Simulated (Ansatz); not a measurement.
Free-standing chains of the atoms of AlN, named by their start (strip: triangular double chain, ladder: square double chain); atoms and period are relaxed, and energies count from relaxed bulk AlN (F-43m, not its usual structure, 10.67 Å³/atom, gap on the mesh 3.31 eV).

Theory: DFT PBE, scalar-relativistic, plane waves, PAW in Ansatz.

Cutoff 420 eV; k points 1×1×35 on the computed 2-atom cell (Γ-centred); Gaussian smearing, width 0.05 eV; collinear spin from starting moments 0.5 0.5 μB.

Start (strip chain):

```
CELL_PARAMETERS angstrom
10.50000 0.00000 0.00000
0.00000 9.30000 0.00000
0.00000 0.00000 1.81893
ATOMIC_POSITIONS crystal
Al 0.42646 0.50000 0.00000
N 0.57354 0.50000 0.50000
```

Q: Relax it.

A: The free energy falls by 3007 meV/atom. It ends far from its start (an atom moved by over half a bond, or the period changed much).

```
excess energy (eV per host atom)                      : 1.799
period (Å)                                            : 3.376
gap on the mesh (eV)                                  : 2.40
highest filled level or Fermi level under vacuum (eV) : 5.48
size of the moment (μB per cell)                      : 0.00
```

Relaxed structure:
```yaml
crystal:
  lattice:
    - [10.50000, 0.00000, 0.00000]
    - [0.00000, 9.30000, 0.00000]
    - [0.00000, 0.00000, 3.37634]
  atoms:
    - { symbol: Al, position: [0.49999, 0.50000, 0.00000] }
    - { symbol: N, position: [0.50001, 0.50000, 0.50000] }
```

An odd mesh misses points on the zone edge, so a gap read on it can be too wide.

Each run keeps its start's symmetry and one magnetic start, so lower states can exist.

The run took 3.2 min on 2 threads of AMD EPYC 7R43 64-Core Processor (Zen 3) (shared host), peak memory 0.57 GiB.